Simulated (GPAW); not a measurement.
Runs of GPAW 26.7.0 on Ti. It takes space group P6_3/mmc (No. 194, hexagonal). Conventional cell: a = 2.950 Å, b = 2.950 Å, c = 4.680 Å, α = 90.00°, β = 90.00°, γ = 120.00°. Ti (site symmetry -6m2) has 12 Ti at 2.89 to 2.95 Å as nearest neighbours. 

| task | level | potentials or basis | U | cell | k mesh | band path | band points | optimizer | fmax | max steps | gap on the mesh (eV) | pressure (GPa) | relaxed volume (Å³/atom) |
| --- | --- | --- | --- | --- | --- | --- | --- | --- | --- | --- | --- | --- | --- |
| band structure | M06-L | GPAW PAW data sets (gpaw-data 1.2.1), pw | - | as given | 7 × 7 × 4 | GMKGALHA,LM,KH | 80 | - | - | - | - | -2.1 | - |
| relaxation of cell and atoms | PBE+D3 | GPAW PAW data sets (gpaw-data 1.2.1), pw | - | relaxed | 7 × 7 × 4 | - | - | FIRE | 0.01 eV/Å | 40 | none | 0.0 | 16.57 |
| relaxation of cell and atoms | PBEsol+D3(BJ) | PAW data sets generated in the run's folder for this functional, pw | - | relaxed | 10 × 10 × 6 | - | - | FIRE | 0.05 eV/Å | 100 | none | -0.4 | 15.88 |
| relaxation of cell and atoms | revPBE+D4 | the program's PAW data sets (release 1.2.1) made for this functional, pw | - | relaxed to 10 GPa | 10 × 10 × 6 | - | - | FIRE | 0.05 eV/Å | 100 | none | 10.4 | - |
| relaxation of cell and atoms | revPBE+D3 | the program's PAW data sets (release 1.2.1) made for this functional, pw | - | relaxed | 7 × 7 × 4 | - | - | BFGS | 0.02 eV/Å | 60 | none | -0.1 | 16.26 |
| band structure | PBE+U | GPAW PAW data sets (gpaw-data 1.2.1), pw | Ti d U = 5.3 eV | as given | 7 × 7 × 4 | GMKGALHA,LM,KH | 60 | - | - | - | - | (a) | - |
| relaxation of cell and atoms | revPBE | the program's PAW data sets (release 1.2.1) made for this functional, pw | - | relaxed to 2 GPa | 7 × 7 × 4 | - | - | LBFGS | 0.02 eV/Å | 40 | none | 2.0 | - |
| relaxation of cell and atoms | revPBE+D3(BJ) | the program's PAW data sets (release 1.2.1) made for this functional, pw | - | relaxed | 10 × 10 × 6 | - | - | BFGS | 0.02 eV/Å | 100 | none | 0.0 | (b) |

Alike in all rows: no spin polarisation; cutoff (eV) 600; smearing fermi-dirac 0.05 eV.

Question: Estimate the missing entries.

Answer: (a) 6.7; (b) 16.01.

Caveats: later steps reuse the first step's grids (some runs); pairwise dispersion overbinds metals, which lowers pressure and volume (some runs); the PAW data sets were made with another functional, which shifts forces and pressure a little (some runs); U without spin polarisation on a metal has little footing (some runs); the U is typed as a test and isn't derived for this compound (some runs).

A gap of «none» marks a metal or a gap under the smearing width.
